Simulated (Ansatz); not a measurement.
## InP under changes of volume

One of the cells (25.167 Å³/atom); the others are scaled copies at fixed shape and fractional positions:

```xyz
2
Lattice="0.0000 2.9305 2.9305 2.9305 0.0000 2.9305 2.9305 2.9305 0.0000" Properties=species:S:1:pos:R:3 pbc="T T T"
In    0.0000    0.0000    0.0000
P     4.3957    4.3957    4.3957
```

```yaml
Program: Ansatz 0.2.0
Functional: r2SCAN50
Potentials_or_basis: Ansatz PAW
Cutoff: "500 eV (not typed: the program's choice for these potentials)"
k_mesh: 4 × 4 × 4
Occupations: fermi-dirac, width 0.05 eV
Spin: no spin polarisation
```

| volume (Å³/atom) | energy over the lowest point (meV/atom) | pressure (GPa) | gap on the mesh (eV) |
| --- | --- | --- | --- |
| 23.657 | 20.46 | 5.1 | 4.24 |
| 24.160 | ? | ? | ? |
| 24.663 | 1.09 | 1.2 | 3.95 |
| 25.167 | 0.00 | -0.5 | 3.81 |
| 25.670 | 3.88 | -2.0 | 3.67 |
| 26.173 | 12.24 | -3.3 | 3.53 |
| 26.677 | 24.61 | -4.5 | 3.40 |

Question: What does the run at 24.160 Å³/atom give?

Answer: Energy over the lowest point 7.70 meV/atom; pressure 3.0 GPa; gap on the mesh 4.09 eV.

Worked out: A Birch-Murnaghan fit of order 3 (a polynomial in V^(-2/3)) to the other rows has its minimum at 25.02 Å³/atom with B0 = V·E''(V) = 81 GPa and B' = 4.3. It gives 7.70 meV/atom at 24.160 Å³/atom, against the run's 7.70, and -dE/dV = 3.1 GPa, against 3.0. A straight line through the other rows of the gap, of slope -7.01 eV per unit of ln V (its deformation potential), gives 4.09 eV, against the run's 4.09.

Energies are extrapolated to zero smearing.

Caveats: all runs use coarse meshes; spin-orbit coupling is left out, which moves the levels of the heavy elements; the PAW data sets come from PBE, with cores solved anew for the run's functional, which leaves a small shift of forces and pressure; the thresholds are loose for stress.
